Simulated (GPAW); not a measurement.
A run of GPAW 26.7.0:

run.py

```python
from ase.eos import EquationOfState
from ase.io import Trajectory, read
from ase.units import GPa
from gpaw import GPAW, PW, setup_paths

setup_paths.insert(0, '.')

atoms = read('CdSe.xyz')

traj = Trajectory('eos.traj', 'w')
volumes, energies = [], []
for x in [0.94, 0.96, 0.98, 1.0, 1.02, 1.04, 1.06]:
    a = atoms.copy()
    a.set_cell(atoms.cell * x**(1 / 3), scale_atoms=True)
    calc = GPAW(mode=PW(1100),
                xc='PBE',
                kpts={'size': (5, 5, 3), 'gamma': True},
                occupations={'name': 'fermi-dirac', 'width': 0.05},
                setups='sg15',
                nbands=-13,
                convergence={'density': 1e-05, 'energy': 1e-05},
                maxiter=150,
                txt=f'eos-{x:.2f}.txt')
    a.calc = calc
    energies.append(a.get_potential_energy(force_consistent=True))
    volumes.append(a.get_volume())
    p = -a.get_stress()[:3].mean() / GPa
    calc.write(f'eos-{x:.2f}.gpw')
    traj.write(a)
    print(f'{x:.2f} {volumes[-1]:10.4f} A^3 {energies[-1]:14.6f} eV {p:9.3f} GPa', flush=True)

v0, e0, B = EquationOfState(volumes, energies, eos='birchmurnaghan').fit()
print(f'V0 = {v0:.4f} A^3, E0 = {e0:.6f} eV, B0 = {B / GPa:.2f} GPa')
```

File CdSe.xyz:

```xyz
4
Lattice="4.3000000000 0.0000000000 0.0000000000 -2.1500000000 3.7239092363 0.0000000000 0.0000000000 0.0000000000 7.0200000000" Properties=species:S:1:pos:R:3 pbc="T T T"
Cd     2.1500000002      1.2413030786      3.5100000000
Cd    -0.0000000002      2.4826061577      0.0000000000
Se     2.1500000002      1.2413030786      6.2127000000
Se    -0.0000000002      2.4826061577      2.7027000000
```

Potentials or basis: SG15 ONCV 1.2, pw.

Run with:

```console
$ OMP_NUM_THREADS=1 python run.py
```

Hardware: 1 thread of Intel(R) Xeon(R) 6975P-C (Granite Rapids) (shared host).

Question: Estimate the wall time of this run.

Answer: Wall time 5.8 min on 1 thread of Intel(R) Xeon(R) 6975P-C (Granite Rapids), on a shared host, peak memory 0.52 GiB. Counts: scf iterations 76, plane waves 8815, bands 39, k points 12.
